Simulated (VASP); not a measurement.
# P: relaxation of cell and atoms with PBEsol

Crystal: P.

```
CELL_PARAMETERS angstrom
1.64774 -5.46504 0.00000
1.64774 5.46504 0.00000
0.00000 0.00000 4.54364
ATOMIC_POSITIONS crystal
P 0.90414 0.09586 0.58882
P 0.09586 0.90414 0.41118
P 0.59586 0.40414 0.08882
P 0.40414 0.59586 0.91118
```

```yaml
Program: VASP 6.6.1
Task: relaxation of cell and atoms
Functional: PBEsol
Potentials_or_basis: VASP PAW PBE potentials, release 64 (P)
Cutoff: 600 eV
k_mesh: 8 × 8 × 6
Occupations: gaussian, width 0.02 eV
Spin: no spin polarisation
Ladder: gaps
Further_INCAR_settings: ALGO = Normal; EDIFF = 1e-06; IBRION = 2; EDIFFG = -0.005; NSW = 60; ISIF = 3
```

```yaml
Relaxed_volume: 17.89 Å³/atom
Relaxed_cell: a = 5.393 Å, b = 5.393 Å, c = 4.210 Å, α = 90.00°, β = 90.00°, γ = 144.23°
Space_group_after_relaxing_to_0.05_Å: Cmce (No. 64)
Energy_gained_by_relaxing: 19.0 meV/atom
Ionic_steps: 29
Pressure_after_relaxing: 0.0 GPa
Largest_force_after_relaxing: 0.005 eV/Å
Band_gap_on_the_k_mesh: none (metal or under the smearing width)
```

Forces on the atoms (eV/Å):
```
P    0.000 -0.005 -0.001
P    0.000  0.005  0.001
P    0.000  0.005 -0.001
P    0.000 -0.005  0.001
```

Step by step:
```csv
step,energy change (eV),largest force (eV/Å),pressure (GPa),volume (Å³)
1,0.0000,0.2756,-0.69,81.83
2,-0.0143,0.1598,-0.46,80.79
3,-0.0174,0.1887,-0.27,80.02
4,-0.0275,0.0941,-0.13,79.10
5,-0.0345,0.0845,0.15,77.65
6,-0.0434,0.0499,-0.03,77.14
7,-0.0609,0.0507,-0.48,75.60
8,-0.0598,0.1688,-0.92,72.46
9,-0.0659,0.1077,-0.72,74.12
10,-0.0698,0.0953,-0.15,72.79
11,-0.0702,0.1059,0.31,71.91
12,-0.0703,0.1003,0.18,72.16
13,-0.0725,0.0214,-0.04,71.84
14,-0.0728,0.0394,-0.22,71.59
15,-0.0738,0.0745,0.02,71.06
16,-0.0738,0.0663,-0.01,71.13
17,-0.0746,0.0285,0.17,71.07
18,-0.0746,0.0276,0.25,71.05
19,-0.0751,0.0047,-0.04,71.31
20,-0.0751,0.0111,-0.10,71.36
21,-0.0755,0.0169,-0.08,71.40
22,-0.0759,0.0215,0.03,71.52
23,-0.0760,0.0203,0.00,71.49
24,-0.0760,0.0206,0.00,71.49
25,-0.0760,0.0207,0.11,71.52
26,-0.0760,0.0102,0.05,71.51
27,-0.0761,0.0068,0.00,71.58
28,-0.0761,0.0054,-0.01,71.57
29,-0.0761,0.0049,0.00,71.57
```

Final structure:
```
P
1.0
     1.65618   -5.13209    0.00000
     1.65618    5.13209    0.00000
     0.00000    0.00000    4.21002
P
4
Direct
  0.89460 0.10540 0.57344
  0.10540 0.89460 0.42656
  0.60540 0.39460 0.07344
  0.39460 0.60540 0.92656
```

Levels at points of the mesh, in eV from the Fermi level:
```
           k point  band 8  band 9  band 10  band 11  band 12  band 13
(0.00, 0.00, 0.00)   -2.93   -2.59    -1.40     0.89     1.17     1.88
(0.50, 0.00, 0.00)   -3.27   -2.69    -2.69     0.76     0.76     0.98
(0.50, 0.50, 0.00)   -2.14   -1.83    -0.40     0.48     0.58     2.43
(0.00, 0.00, 0.50)   -3.06   -0.95    -0.95     1.47     1.47     2.29
(0.50, 0.00, 0.50)   -5.77   -2.09    -2.09     1.55     1.55     4.54
(0.50, 0.50, 0.50)   -2.48   -1.33    -1.33     1.30     1.30     2.65
```

It took 7.2 min on 2 MPI ranks on Intel(R) Xeon(R) 6975P-C (Granite Rapids) (shared host), peak memory 0.32 GiB a rank.

Caveat: the PAW data sets were made with another functional, which shifts forces and pressure a little.
